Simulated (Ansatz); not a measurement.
The same path of a periodic cell of 31 atoms, SiH10C20 (surface C(100)-2x1, partly H-covered, underside capped with H, adsorbate Si) was run twice with different band settings.

Theory: DFT PBE, scalar-relativistic, plane waves, PAW in Ansatz 0.2.0. Settings: PAW set soft_1, cutoff 420 eV, k mesh 2x2x1, gaussian smearing 0.02 eV, spin collinear.

Relaxed end points:

```xyz
31
Lattice="5.0487 0.0000 0.0000 0.0000 5.0487 0.0000 0.0000 0.0000 15.8356" Properties=species:S:1:pos:R:3
H 2.160 0.000 1.000
H 0.365 0.000 1.000
H 4.684 0.000 1.000
H 2.889 0.000 1.000
H 2.160 2.524 1.000
H 0.365 2.524 1.000
H 4.684 2.524 1.000
H 2.889 2.524 1.000
C 1.262 0.000 1.635
C 3.787 0.000 1.635
C 1.262 2.524 1.635
C 3.787 2.524 1.635
C 1.262 1.262 2.527
C 3.787 1.262 2.527
C 1.262 3.787 2.527
C 3.787 3.787 2.527
C 0.000 1.241 3.385
C 2.524 1.280 3.325
C 0.000 3.777 3.514
C 2.524 3.798 3.464
C 0.000 0.059 4.411
C 2.524 0.107 4.248
C 0.000 2.420 4.338
C 2.524 2.449 4.311
C 1.319 0.430 5.171
C 3.730 0.430 5.171
C 1.278 2.085 5.137
C 3.771 2.085 5.137
H 1.281 2.541 6.145
H 3.768 2.541 6.145
Si 2.524 -0.152 6.628
```

```xyz
31
Lattice="5.0487 0.0000 0.0000 0.0000 5.0487 0.0000 0.0000 0.0000 15.8356" Properties=species:S:1:pos:R:3
H 2.160 0.000 1.000
H 0.365 0.000 1.000
H 4.684 0.000 1.000
H 2.889 0.000 1.000
H 2.160 2.524 1.000
H 0.365 2.524 1.000
H 4.684 2.524 1.000
H 2.889 2.524 1.000
C 1.262 0.000 1.635
C 3.787 0.000 1.635
C 1.262 2.524 1.635
C 3.787 2.524 1.635
C 1.262 1.262 2.527
C 3.787 1.262 2.527
C 1.262 3.787 2.527
C 3.787 3.787 2.527
C 0.000 1.280 3.325
C 2.524 1.241 3.385
C 0.000 3.798 3.464
C 2.524 3.777 3.514
C 0.000 0.107 4.248
C 2.524 0.059 4.411
C 0.000 2.449 4.311
C 2.524 2.420 4.338
C 1.206 0.430 5.171
C 3.843 0.430 5.171
C 1.247 2.085 5.137
C 3.802 2.085 5.137
H 1.243 2.541 6.145
H 3.805 2.541 6.145
Si 5.049 -0.152 6.628
```

Common settings: climbing image yes; end points relaxed; atoms held 1 to 16.

| run | movable images | spring | optimiser | start path | force threshold | iteration limit |
| --- | --- | --- | --- | --- | --- | --- |
| 1 | 5 | 10.0 eV/Å² | quadratic models (default) | IDPP | 0.03 eV/Å | 26 |
| 2 | 3 | 0.05 eV/Å² | fire | default | 0.05 eV/Å | 50 |

Problem. What does each run give, and how far can it be trusted?

Solution. Run 1: converged after 6 iterations, highest image 1.424 eV above the first end. By the program's own check the climbing image is of a kind that is not told: the force calls were inconclusive, a negative curvature could not be distinguished from the path's own, the only one lies far off the path, or fixed occupations may fill a level only in part (lowest curvatures found: -5.59 and 1.33 eV/Å²).
Run 2: converged after 22 iterations, highest image 1.425 eV above the first end. The order of the stationary point at the top wasn't checked.
Limits of this set-up: coarse k mesh, thin slab, slab without dipole correction.
